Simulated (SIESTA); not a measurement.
Crystal: PbS (Galena).

```
Pb S
1.0
     0.00000    2.96575    2.96575
     2.96575    0.00000    2.96575
     2.96575    2.96575    0.00000
Pb S
1 1
Direct
  0.00000 0.00000 0.00000
  0.50000 0.50000 0.50000
```

Base run:

- Program: SIESTA 5.4.2
- Functional: BLYP
- Potentials or basis: PseudoDojo 0.4 standard (PBE files)
- Basis: DZP (energy shift 0.003 Ry; two zetas on semicore shells)
- Grid cutoff: 500 Ry
- Energy shift: 0.003 Ry
- k mesh: 8 × 8 × 8
- Occupations: fermi-dirac, width 0.05 eV
- Spin: no spin polarisation

Its results: band gap on the k mesh 0.53 eV, direct; pressure 6.8 GPa.

Problem. The run is repeated on the same cell with these changes: functional from BLYP to PBE. What comes out?

Solution. Band gap on the k mesh 0.41 eV, direct; pressure 3.0 GPa.

PBE binds more tightly than BLYP, so the same cell stands under less pressure.

Caveats: spin-orbit coupling is left out, which as a rule narrows the gap of such compounds by several tenths of an eV; the basis of atomic orbitals isn't converged, which shifts pressures, moduli and gaps; the potentials were made for another functional, which shifts forces and pressure (some runs).
